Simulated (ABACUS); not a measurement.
Crystal: Sn.

```
Sn
1.0
     0.00000    3.23334    3.23334
     3.23334    0.00000    3.23334
     3.23334    3.23334    0.00000
Sn
2
Cartesian
  1.6167 1.6167 1.6167
  0.0000 0.0000 0.0000
```

This isn't the form of Sn at room conditions, which is tetragonal (white tin).

```yaml
Program: ABACUS 3.10.1
Task: relaxation of cell and atoms
Functional: PBEsol
Potentials_or_basis: SSSP 1.3 efficiency PBE
Cutoff: 748 eV
Density_cutoff: 5987 eV
Basis: plane waves
k_mesh: 6 × 6 × 6
Occupations: fermi-dirac, width 0.05 eV
Spin: no spin polarisation
```

At the start: pressure 1.5 GPa; volume 33.80 Å³/atom.

Problem. How do energy, volume and symmetry change on relaxing?

Solution. Over 3 steps the energy falls by 6.1 meV/atom and the volume is 34.92 Å³/atom (+3.3 %); space group Fd-3m (No. 227, to 0.05 Å).

The path:
| step | energy change (eV) | largest force (eV/Å) | pressure (GPa) | volume (Å³) |
| --- | --- | --- | --- | --- |
| 1 | 0.0000 | 0.0000 | 1.52 | 67.61 |
| 2 | -0.0044 | 0.0000 | 1.19 | 68.07 |
| 3 | -0.0122 | 0.0000 | 0.04 | 69.83 |

Final structure:
```xyz
2
Lattice="0.0000 3.2684 3.2684 3.2684 0.0000 3.2684 3.2684 3.2684 0.0000" Properties=species:S:1:pos:R:3 pbc="T T T"
Sn    1.6342    1.6342    1.6342
Sn    0.0000    0.0000    0.0000
```

Caveat: the potentials were made for another functional, which shifts forces and pressure.
